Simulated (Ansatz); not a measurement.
**Relaxing SiNi3**

Level of theory: DFT PBEsol, scalar-relativistic, plane waves, PAW in Ansatz 0.2.0. Settings: 420 eV cutoff, 12×12×12 k-mesh, Gaussian smearing of 0.10 eV, no spin polarisation.

What was changed: relaxed at 20 GPa.

Other phases may be more stable at this pressure.

Command:

```bash
ansatz run input.yaml --threads 1 --pin off --max-ram 2560MiB --backend cpu --events-out ev --progress --plain --runs-dir out
```

Input:

```yaml
crystal:
  lattice:
    - [3.3790196449, 0.0, 0.0]
    - [0.0, 3.3790196449, 0.0]
    - [0.0, 0.0, 3.3790196449]
  atoms:
    - { symbol: Si, position: [0.0, 0.0, 0.0] }
    - { symbol: Ni, position: [0.0, 0.5, 0.5] }
    - { symbol: Ni, position: [0.5, 0.0, 0.5] }
    - { symbol: Ni, position: [0.5, 0.5, 0.0] }
basis:
  ecutwfc: 420
kpoints:
  mp_grid: { grid: [12, 12, 12] }
hamiltonian:
  xc: pbesol
scf:
  occupations: { method: gaussian, width: 0.1 }
output:
  forces: true
  stress: true
  eigenvalues: true
  write_density: true
  write_potential: true
  elf: true
  volumetric_format: npy
relax:
  adjacent_minimum: "off"
  f_tol: 0.008
  max_steps: 50
  cell: { stress_tol: 0.08, p_target: 20.0 }
```

F is the free energy. Steps run on the plane waves of an earlier cell, but the last one, and at times one on the way, on a freshly chosen basis, so a repeated geometry can differ a little in energy. The relaxation lowers the enthalpy F + PV at the target pressure, so F itself can rise.

Steps:

| step | F − F(1) (eV) | largest force component (eV/Å) | V (Å³/atom) | P (GPa) |
| --- | --- | --- | --- | --- |
| 1 | 0.0000 | 0.000 | 9.645 | 20.47 |
| 2 | -0.0038 | 0.000 | 9.653 | 20.22 |
| 3 | -0.0070 | 0.000 | 9.659 | 20.00 |
| 4 | -0.0070 | 0.000 | 9.659 | 20.00 |

Relaxed structure:

```
CELL_PARAMETERS angstrom
3.38063 0.00000 0.00000
0.00000 3.38063 0.00000
0.00000 0.00000 3.38063
ATOMIC_POSITIONS crystal
Si 0.00000 0.00000 0.00000
Ni 0.00000 0.50000 0.50000
Ni 0.50000 0.00000 0.50000
Ni 0.50000 0.50000 0.00000
```

The structure is cubic, space group Pm-3m (No. 221). Conventional cell: a = 3.381 Å, b = 3.381 Å, c = 3.381 Å, α = 90.00°, β = 90.00°, γ = 90.00°. Si (site symmetry m-3m) has 12 Ni at 2.39 Å as nearest neighbours. Ni (site symmetry 4/mmm) has 4 Si at 2.39 Å and 8 Ni at 2.39 Å as nearest neighbours.

The run converged. It took 42 s on 1 thread of Intel(R) Xeon(R) Platinum 8259CL CPU @ 2.50GHz (Skylake/Cascade Lake), on a shared host, peak memory 0.46 GiB.